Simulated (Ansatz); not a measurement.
# Energy of a Ge vacancy in amorphous Si0.9Ge0.1 against the mean bond length of the site, PBE, one 122-atom cell

The usual rule of thumb is that a vacancy costs the bonds that are cut to make it, so that a weakly bound atom with long bonds is cheap to remove. In amorphous SiGe layers this matters because vacancies can bring levels into the gap and help atoms to migrate, and the cheapest sites count most. We take one Ge atom at a time out of the same cell and relax the rest with PBE. Each site energy is measured from the lowest site in the table, site 119. Since every row has lost one Ge atom from the same starting cell, differences in site energy are differences in vacancy formation energy. They give no absolute formation energy.

## How the numbers were made

One cell of 122 atoms: 122 atoms (110 Si, 12 Ge) placed at random at 2.6 g/cm³, melted at 3500 K for 10 ps at fixed volume with the Tersoff potential (Tersoff, Phys. Rev. B 39, 5566 (1989)). Quenched from 3100 K to 500 K at 200 K/ps and fixed volume, annealed at 1200 K for 50 ps, held 5 ps. The atoms were relaxed in DFT in the fixed cell. Then one Ge atom at a time was taken out and the atoms were relaxed again, in the neutral cell. Ansatz 0.2.0: Kohn-Sham DFT with PBE, PAW potentials, plane waves to 420 eV, k-points Γ alone, Fermi-Dirac smearing of 0.025 eV, no spin polarisation, no spin-orbit coupling. In the run that the rows count from, the cell has a density of 2.61 g/cm³, a pressure of -0.2 GPa and a spacing of 0.20 eV between highest filled and lowest empty level, and its k-points sample 14 Å along the shortest periodic direction.

Notes on method and selection:

- Cells made by classical potentials are single samples, quenched or equilibrated over picoseconds, then relaxed in DFT to a nearby minimum.
- All rows have the same composition, so no chemical potential enters.
- Coordination, neighbours and distances describe the site before the change; the relaxation can make or break bonds.
- The axis was chosen among three site descriptors as the one that ranks the energies best, so a fit on it is flattered.
- Runs that did not converge, have known faults or may not be shown are not listed, and runs on Ansatz's PAW sets soft_1 and soft_2 are kept to separate tables.

Columns:

- bond length (Å): mean distance from the site to its bonded neighbours before the change.
- coordination: bonded neighbours of the site before the change.
- neighbours: the bonded neighbours.
- atoms in 6 Å: atoms within 6 Å of the site.
- bonds after relaxation: bonds in the whole cell after the relaxation (pairs nearer than 1.2 times the sum of covalent radii), less the fewest in the table.
- largest move (Å): largest displacement of an atom in the relaxation.
- site energy (eV): free energy of the relaxed cell less that of the lowest site in the table.

## Results

| member | bond length (Å) | coordination | neighbours | atoms in 6 Å | bonds after relaxation | largest move (Å) | site energy (eV) |
| --- | --- | --- | --- | --- | --- | --- | --- |
| site 113 | 2.432 | 4 | Si4 | 39 | 1 | 0.89 | 2.695 |
| site 122 | 2.435 | 4 | Si4 | 43 | 5 | 0.61 | 1.258 |
| site 117 | 2.466 | 4 | Si4 | 41 | 1 | 1.10 | 0.382 |
| site 116 | 2.471 | 4 | Si4 | 44 | 2 | 0.44 | ? |
| site 119 | 2.522 | 4 | Si3Ge | 42 | 0 | 1.53 | 0.000 |
| site 121 | 2.566 | 5 | Si5 | 38 | 3 | 0.61 | 0.148 |

Cells marked ? are withheld until the estimate has been made.

## What drives the series

Among the sites shown, the energy falls as the mean bond length grows, from 2.695 eV at 2.432 Å to zero at 2.522 Å, then rises slightly to 0.148 eV at 2.566 Å. The direction agrees with the rule of thumb: stretched bonds are weaker, and less energy is lost when they are cut.

The size of the effect does not fit so simple a cause. Sites 113 and 122 differ by only 0.003 Å in bond length, yet by 2.695 − 1.258 = 1.437 eV in energy. Both have four Si neighbours. A straight line in bond length, tested by leaving out each shown site in turn, misses by typically 1.2 eV, and the mean of the other sites does equally well. Bond length was also picked as the best of three descriptors, so we draw no working rule from it.

Counting neighbours does no better. The only five-coordinated site, 121, lies near the bottom, while the four-coordinated sites shown span the whole 2.695 eV. A low energy at site 121 is reasonable, because taking out an overcoordinated atom can relieve a defect of the network as well as create one.

What happens after the atom has gone should matter as much as the bonds cut. Neighbours left with dangling bonds can move together and rebond, at a price in strain that depends on the local network. Site 119 has the largest displacement, 1.53 Å, and the lowest energy, which suits this picture. However, sites 122 and 121 share a largest move of 0.61 Å and differ by 1.258 − 0.148 = 1.110 eV. The total number of bonds does not order the energies either: site 119 ends with the fewest. Site 113 may have stopped in a high local minimum, since each relaxation finds only a nearby one.

## A prediction

Plain estimates from the members shown:

- site 116, straight-line interpolation between site 117 and site 119: w = (2.471 − 2.466) / (2.522 − 2.466) = 0.089, so 0.382 + 0.089 × (0.000 − 0.382) = 0.348 eV

The straight-line interpolation gives 0.348 eV for site 116, but it rests almost wholly on site 117, which has nearly the same bond length. The same method applied to site 122, from sites 113 and 117, gives 2.695 + (0.003 / 0.034) × (0.382 − 2.695) = 2.49 eV, against 1.258 eV in the table. A close match in bond length is therefore weak evidence for a close match in energy.

Sites 116 and 117 also relax differently. The largest move is 0.44 Å at site 116, the smallest in the table, against 1.10 Å at site 117. This suggests that the network around site 116 gains less energy by rearranging, and hence an energy above the interpolated one. The bond count gives no support, since site 116 ends with one more bond than site 117. The shown sites do not fix the size of such a shift, so we apply none.

We use the mean of the shown sites instead: (2.695 + 1.258 + 0.382 + 0.000 + 0.148) / 5 = 0.90 eV. Predicting each shown site from the mean of the other four gives a root-mean-square miss of 1.2 eV, which we take as the error. The lower part of that range is cut off, because site 119 is the zero of the scale and no site in the table can lie below it.

**Committed estimate, site 116: site energy = 0.9 ± 1.2 eV.**

## Outcome

| member | bond length (Å) | coordination | neighbours | atoms in 6 Å | bonds after relaxation | largest move (Å) | site energy (eV) |
| --- | --- | --- | --- | --- | --- | --- | --- |
| site 116 | 2.471 | 4 | Si4 | 44 | 2 | 0.44 | 1.780 |

| member | estimate | site energy (eV) | computed | estimate − computed | miss in error bars |
| --- | --- | --- | --- | --- | --- |
| site 116 | committed | 0.900 | 1.780 | −0.880 | 0.7 |
| site 116 | interpolation | 0.348 | 1.780 | −1.432 |  |

The computed energy of site 116 is 1.780 eV above site 119. Our estimate of 0.9 eV is 0.88 eV too low, inside its error bar of 1.2 eV. The interpolation in bond length did worse, at 1.432 eV too low. With so wide a bar, landing inside it is a modest success.

The warning against trusting a close match in bond length held. Sites 116 and 117 differ by 0.005 Å and both have four Si neighbours, yet their energies differ by 1.780 − 0.382 = 1.398 eV. The small displacement at site 116 also pointed the right way, to an energy above the interpolated one.

The two vacancies cost nearly the same before the atoms relax. Most of the difference arises afterwards, because the network around site 117 gains much more energy by rearranging. A small displacement does not by itself mean a high energy, however: site 121 also relaxes little and lies near the bottom, because it was the cheapest site to empty from the start.

## Exceptions

No site stands clear of the scatter about a straight line in bond length; the farthest are site 113, about 0.9 eV above it, and site 117, about 0.9 eV below. Site 117 is low partly because of its large gain on relaxation. Site 113 is the most expensive site even before the atoms relax, so the high local minimum we suggested earlier is not needed to explain its place.

## Summary

For these six Ge sites in one cell, with bond lengths from 2.432 to 2.566 Å, longer bonds tend to go with cheaper vacancies, but not reliably enough for a rule. Leaving out each site in turn, the line misses by typically 1.0 eV and the mean of the others by 1.2 eV, and the line has the advantage of a descriptor picked for its ranking. A new site needs its own relaxation.

In equilibrium at 700 K, with vibrations neglected, site 117 would be vacant about exp(−0.382 / (8.6 × 10⁻⁵ × 700)) = 0.002 times as often as site 119.

Spin polarisation, which is left out here, could lower the energy of a vacancy with unpaired electrons. If the shift were 0.1 eV, it would change such a ratio about fivefold, but it would not by itself close the 0.148 eV between sites 119 and 121.
